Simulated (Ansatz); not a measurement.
Runs of Ansatz 0.2.0 on HfO2. It takes space group Fm-3m (No. 225, cubic). Conventional cell: a = 5.115 Å, b = 5.115 Å, c = 5.115 Å, α = 90.00°, β = 90.00°, γ = 90.00°. Around Hf (site symmetry m-3m) lie 8 O at 2.21 Å. O (site symmetry -43m) is surrounded by 4 Hf at 2.21 Å. Measurements of this composition are mostly on another form, of space group No. 14.

```csv
task,level,potentials or basis,U,cutoff (eV),basis error allowed,gap on the mesh (eV),pressure (GPa)
density of states,PBEsol+U,"all-electron LAPW, scalar-relativistic",Hf d U = 8 eV,343,0.002 eV/atom,4.96,2.6
band structure,PBEsol,all-electron PAW datasets made for the crystal,-,440,-,3.70,-10.2
band structure,PBEsol,"all-electron LAPW, scalar-relativistic",-,343,0.002 eV/atom,3.69,-10.2
band structure,PBEsol,"all-electron LAPW, non-relativistic",-,340,0.002 eV/atom,(c),(d)
density of states,PBEsol+U,"all-electron LAPW, scalar-relativistic",Hf d U = 4 eV,343,0.002 eV/atom,(b),-4.3
density of states,PBEsol,"all-electron LAPW, scalar-relativistic",-,343,0.002 eV/atom,3.69,-10.2
band structure,PBEsol,"all-electron LAPW, inner shells corrected to Dirac's equation",-,343,0.002 eV/atom,3.70,-10.1
density of states,PBEsol+U,"all-electron LAPW, scalar-relativistic",Hf d U = 2 eV,343,0.002 eV/atom,(a),-7.4
density of states,PBEsol+U,"all-electron LAPW, scalar-relativistic",Hf d U = 6 eV,343,0.002 eV/atom,4.81,-1.0
```

Alike in all rows: no spin polarisation; cell as given; k mesh 9 × 9 × 9; smearing fermi-dirac 0.05 eV.

Task: Estimate the missing entries.

Result: (a) 4.02; (b) 4.39; (c) 3.28; (d) -2.4.

Caveats: spin-orbit coupling is left out, which moves the levels of the heavy elements; an odd mesh through Γ misses points on the zone boundary, where band edges often lie (some runs); U is the effective U less J, on atomic orbitals that reach past the spheres (some runs); the mesh misses the band edges, which the band path finds closer together (some runs); relativity is left out, which matters for the heavier elements (some runs).

A k mesh can miss the band edges, and the runs leave out spin-orbit coupling on Hf.

The runs don't all hold the same shells in valence.
